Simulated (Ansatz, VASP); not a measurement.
# C: VASP beside Ansatz

```xyz
4
Lattice="2.4666 0.0000 0.0000 -1.2333 2.1362 0.0000 0.0000 0.0000 6.9371" Properties=species:S:1:pos:R:3 pbc="T T T"
C     0.0000    0.0000    1.7343
C     0.0000    0.0000    5.2028
C     0.0000    1.4241    1.7343
C     1.2333    0.7121    5.2028
```

Alike in both runs: functional PBE; dispersion D3(BJ); k mesh 21 × 21 × 6; occupations gaussian, width 0.1 eV; no spin polarisation.

Ansatz relaxed the structure, and its values are those at the end. VASP's run is a single point on that final structure, the one shown.

```csv
,VASP,Ansatz
version,VASP 6.6.1,Ansatz 0.2.0
potentials or method,"VASP PAW PBE potentials, release 64 (C)","scalar-relativistic, plane waves, PAW"
plane-wave cutoff (eV),520,420
valence electrons in the cell,16,16
```

```tsv
	VASP	Ansatz	Ansatz less VASP
gap on the k mesh at the Fermi level (eV)	none	none	-
pressure (GPa)	-0.4	-0.8	-0.42
```

A gap of «none» marks a metal or a gap that the smearing closes.
